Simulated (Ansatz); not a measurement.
A single-point calculation of a 3-atom cell of CaF2 built on the fluorite structure (relaxed group Fm-3m) with Ansatz, at the level HSE06. The cell was relaxed beforehand with r2SCAN.

```yaml
crystal:
  lattice:
    - [0.0, 2.7195928363, 2.7195928363]
    - [2.7195928363, 0.0, 2.7195928363]
    - [2.7195928363, 2.7195928363, 0.0]
  atoms:
    - { symbol: Ca, position: [0.0, 0.0, 0.0] }
    - { symbol: F, position: [0.75, 0.75, 0.75] }
    - { symbol: F, position: [0.25, 0.25, 0.25] }
kpoints:
  mp_grid: { grid: [6, 6, 6] }
  band_path:
    path:
      - [0.0, 0.0, 0.0]
      - [0.5, 0.0, 0.5]
      - [0.625, 0.25, 0.625]
      - [0.375, 0.375, 0.75]
      - [0.5, 0.5, 0.5]
      - [0.5, 0.25, 0.75]
      - [0.0, 0.5, 0.5]
    npoints: 1
hamiltonian:
  xc: hse06
scf:
  occupations: { method: fixed }
  n_extra_bands: 4
output:
  forces: true
  stress: true
  eigenvalues: true
```

The output follows, shortened, with numbered blanks.
```
scf.n_extra_bands = 4 over 12 filled bands (N_el = 24.0): the run solves 16 bands
Functional definition: HSE06
Crystal: 3 atoms, lattice volume = 40.229 Å³
Basis set: ecut = 420 eV, 749 PW (Γ)
Symmetry: 48 space group operations
Space group: Fm-3m (ITA 225)
k-points: 16 of 216
Exchange kernel: α = 0.2500, screened, ω = 0.2079 Å⁻¹, Wigner–Seitz truncation, v(0) = 1046.4131 eV·Å³, q-mesh 6×6×6
hybrid outer 1: dexx = +9.783e-3 eV, tail = 1.42e-5 eV
hybrid outer 2: dexx = +2.867e-7 eV, tail = 1.40e-8 eV, Δε = 1.06e-3 eV
Free energy (F): -3440.367604 eV
[1]
--- Per-component energies (eV) ---
  E_band       = -236.403155
  E_kinetic    = 698.238185
  E_local      = -1780.697774
  E_nonlocal   = 207.104832
  E_hartree    = 635.701667
  E_xc         = -239.140362
  E_vxc        = -300.350788
  E_exx        = -82.490529
  E_paw        = -1238.633563
  E_vpaw       = -167.123261
  E_ewald      = -1640.241517
  E_core_change = -0.212621
--- Forces (eV/Å), atoms counted from 1 ---
  atom   1  Ca      0.00000      0.00000      0.00000
  atom   2  F       0.00000      0.00000      0.00000
  atom   3  F       0.00000      0.00000      0.00000
--- Stress (GPa, compression-positive) ---
        1.352013       0.000000       0.000000
        0.000000       1.352013       0.000000
        0.000000       0.000000       1.352013
  P = ⅓ Tr σ = 1.3520 GPa (13.520 kbar)
--- Band table (eV; the first three rows and the last of 16) ---
[2]
```

The rows of the band table are 0: (0, 0, 0) = Γ, 1: (0, 0, 1/6), 2: (0, 0, 1/3), 15: (1/6, -1/2, -1/3).

Problem. Fill in the blanks. They hold the Fermi energy and the band table.

Solution.
```
[1]
Fermi energy:    1.834443 eV
[2]
  k-point 0: bands = […, -0.3957, -0.3957, -0.3957, 1.5652, 1.5652, 1.5652, 11.2839, 13.6933, 13.6933, 16.0148]
  k-point 1: bands = […, -0.2666, -0.2666, -0.1661, 1.2637, 1.4369, 1.4369, 11.9714, 13.7493, 13.7493, 15.7441]
  k-point 2: bands = […, 0.0398, 0.0398, 0.2794, 0.7486, 1.1432, 1.1432, 13.3020, 13.8651, 13.8651, 15.3881]
  k-point 15: bands = […, -0.7597, -0.1961, 0.3956, 1.0862, 1.5253, 1.7686, 12.5803, 14.2894, 14.4814, 14.9076]
```
Only the leading digits can be foreseen; the rest is this run's record.

The HSE06 gap is indirect, 9.45 eV (X to Γ), below the direct gap of 9.72 eV at Γ. Edges are sought over the mesh and the listed points. The mean pressure is +1.4 GPa (compression positive), so HSE06 would enlarge the cell's volume. The stress of a hybrid is loosely converged here.

It took 11 s on 1 × NVIDIA H100 80GB HBM3 with 2 threads of AMD EPYC 7R13 Processor (Zen 3), on a shared host, load about 2.9 per core; peak host memory 1.7 GiB.

Spin-unpolarised throughout; all numbers are computed.

The meshes of the hybrids are coarse, so their gaps aren't converged to the digits shown.
